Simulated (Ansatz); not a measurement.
Li₂Se (antifluorite), relaxed with r2SCAN: the symmetry is Fm-3m (No. 225, cubic); a = 5.987 Å in the conventional setting, 17.88 Å³ an atom. Around Se lie 8 Li at 2.59 Å; around Li lie 4 Se at 2.59 Å. One-shot G0W0@PBE in the plane-wave code Ansatz on a 4×4×4 mesh (contour deformation, no spin-orbit coupling), from a PBE gap of 2.969 eV over the mesh points (the G0W0 gap is indirect on the mesh); the number N of bands summed and the screening cutoff rise together. Spin-unpolarised throughout; all numbers are computed.

| N | cutoff (eV) | 1000/N | G0W0 gap (eV) |
| --- | --- | --- | --- |
| 98 | 80 | 10.204 | 4.232 |
| 212 | 140 | 4.717 | 4.421 |

**Question.** Lay a straight line in 1000/N through these rows.

**Answer.** The slope is -0.0344 eV per unit of 1000/N and the intercept 4.583 eV.

**Question.** Predict the gap at N = 381 (210 eV).

**Answer.** 4.583 + (-0.0344) × 2.625 = 4.493 eV; the run gives 4.506 eV, +0.013 eV from the line.

**Question.** With that run's result added, what limit do the last two rows suggest?

**Answer.** Their slope is (4.506 − 4.421)/(2.625 − 4.717) = -0.0406, which meets 1/N = 0 at 4.61 eV, against 4.583 eV from the first line. The slope steepens, so 1/N isn't yet asymptotic and the true limit probably lies higher still; the k mesh isn't extrapolated.

Spin-orbit coupling is left out.
